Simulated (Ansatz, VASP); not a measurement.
## Si2W: VASP and Ansatz over several settings

```xyz
3
Lattice="-1.6069 1.6069 3.9150 1.6069 -1.6069 3.9150 1.6069 1.6069 -3.9150" Properties=species:S:1:pos:R:3 pbc="T T T"
W     0.0000    0.0000    0.0000
Si    0.0000    0.0000    5.2092
Si    0.0000    0.0000    2.6207
```

Single points on this cell with VASP 6.6.1 and Ansatz 0.2.0. Each row is one pair of runs. Alike in all rows: spin: off; k mesh: 12 × 12 × 12; VASP's potentials, cutoff: VASP PAW PBE potentials, release 64 (W_sv, Si), 520 eV; Ansatz's potentials, cutoff: Ansatz PAW, 420 eV.

| level | smearing | gap on the k mesh at the Fermi level (eV), VASP | gap on the k mesh at the Fermi level (eV), Ansatz | pressure (GPa), VASP | pressure (GPa), Ansatz | largest component of the traceless stress (GPa), VASP | largest component of the traceless stress (GPa), Ansatz |
| --- | --- | --- | --- | --- | --- | --- | --- |
| PBE | fermi-dirac, width 0.05 eV | none | none | 3.4 | 3.3 | 0.34 | 0.40 |
| PBE | gaussian, width 0.03 eV | none | none | 3.3 | 3.3 | 0.37 | 0.43 |
| PBE | gaussian, width 0.017 eV | none | none | 3.4 | 3.3 | 0.38 | 0.43 |
| PBE | gaussian, width 0.012 eV | none | none | 3.4 | 3.3 | 0.37 | 0.43 |
| PBEsol | fermi-dirac, width 0.05 eV | none | none | -1.6 | -2.0 | 0.37 | 0.40 |

Pressure (GPa): the two programs differ by at most 0.33; largest component of the traceless stress (GPa): the two programs differ by at most 0.063.

A gap of «none» marks a metal or a gap that the smearing closes.

Caveats: the PAW data sets were made with another functional, which shifts forces and pressure a little (VASP); the PAW data sets come from PBE, with cores solved anew for the run's functional, which leaves a small shift of forces and pressure (Ansatz).
